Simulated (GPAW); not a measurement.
Runs of GPAW 26.7.0 on InAs. The structure is cubic, space group F-43m (No. 216). The conventional cell has a = 6.036 Å, b = 6.036 Å, c = 6.036 Å, α = 90.00°, β = 90.00°, γ = 90.00°. Around In (site symmetry -43m) lie 4 As at 2.61 Å. Around As (site symmetry -43m) lie 4 In at 2.61 Å. 

```tsv
task	level	potentials or basis	k mesh	cutoff (eV)	smearing	maxiter	kernel	response ecut	response k mesh	response bands	other keys	mesh quality	gap on the mesh (eV)	pressure (GPa)
single point	LDA	the program's PAW data sets (release 1.2.1) made for this functional, pw	6 × 6 × 6	450	fermi-dirac 0.01 eV	150	-	-	-	-	-	not flagged	none	-1.5
eps q	RPBE	the program's PAW data sets (release 1.2.1) made for this functional, pw	6 × 6 × 6	450	fermi-dirac 0.05 eV	150	RPA	50 eV	12 × 12 × 12	29	-	not flagged	none	-
electron localisation function	optPBE-vdW	GPAW PAW data sets (gpaw-data 1.2.1), pw	5 × 5 × 5	510	fermi-dirac 0.01 eV	150	-	-	-	-	-	coarse	none	-
Fermi surface	optPBE-vdW	GPAW PAW data sets (gpaw-data 1.2.1), pw	5 × 5 × 5	510	fermi-dirac 0.01 eV	100	-	-	-	-	several, not listed	coarse	none	-
single point	RPBE	the program's PAW data sets (release 1.2.1) made for this functional, pw	6 × 6 × 6	450	fermi-dirac 0.01 eV	150	-	-	-	-	-	not flagged	none	(a)
```

Alike in all rows: no spin polarisation; cell as given.

Q: Fill in the values left out.

A: (a) 4.9.

Caveats: some runs use coarse meshes; this crystal is a semiconductor, whose small gap the functional closes, so the metal is an error of the method; the cutoff is short for stress and forces, so pressures can be off by a GPa or more (some runs); the PAW data sets were made with another functional, which shifts forces and pressure a little (some runs).

A k mesh can miss the band edges, and the runs leave out spin-orbit coupling on As, In.

A gap of «none» marks a metal or a gap under the smearing width.
